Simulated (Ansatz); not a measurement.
Here is an unrelaxed guess for P.

```
CELL_PARAMETERS angstrom
1.77396 -4.09877 0.00000
1.77396 4.09877 0.00000
0.00000 0.00000 3.14318
ATOMIC_POSITIONS crystal
P 0.67805 0.32195 0.50000
P 0.32195 0.67805 0.50000
P 0.50000 0.50000 0.00000
```

Level of theory: Ansatz, DFT PBE, scalar-relativistic, plane waves, PAW. Cutoff 420 eV; k points 6×6×6 on the computed 3-atom cell (Γ-centred); Gaussian smearing, width 0.10 eV; no spin polarisation.

Energies count from the standard state of P at the same level. The references include black phosphorus.

**Question.** What does a single point on this coarse mesh give?

**Answer.** The pressure is 23.5 GPa (the mean over three directions, positive in compression), the largest force is 0.85 eV/Å, and the energy is +0.57 eV/atom against the standard state. The shortest distance is 2.13 Å.

**Question.** How much does it gain on relaxing, and where does it end?

**Answer.** Relaxing gains about 0.30 eV/atom (the start's value is from the coarse mesh, so the gain is rough) in 18 ionic steps and ends at +0.27 eV/atom on the finer mesh. The symmetry stays Cmmm (No. 65). The volume per atom grows by 21.9 %, from 15.2 to 18.6 Å³. The shortest distance goes from 2.13 Å (P–P) to 2.18 Å (P–P). Conventional cell: a = 3.192 Å, b = 9.136 Å, c = 3.822 Å. Around P on a site of symmetry m2m lie 2 P at 2.18 Å and 2 P at 2.46 Å; P on a site of symmetry mmm is surrounded by 4 P at 2.46 Å.

The last run used a 16×16×12 mesh (in the run's order of axes) for its 3-atom cell and Gaussian smearing of 0.10 eV. The reference form of P is held partly by dispersion forces, which this level lacks. The relaxation can't lower the symmetry of the start. A structure relaxed within its symmetry needn't be a true minimum. Another cell of P relaxed alike, in Cmmm, lies 179 meV/atom lower, so this cell isn't the stable form at this level.
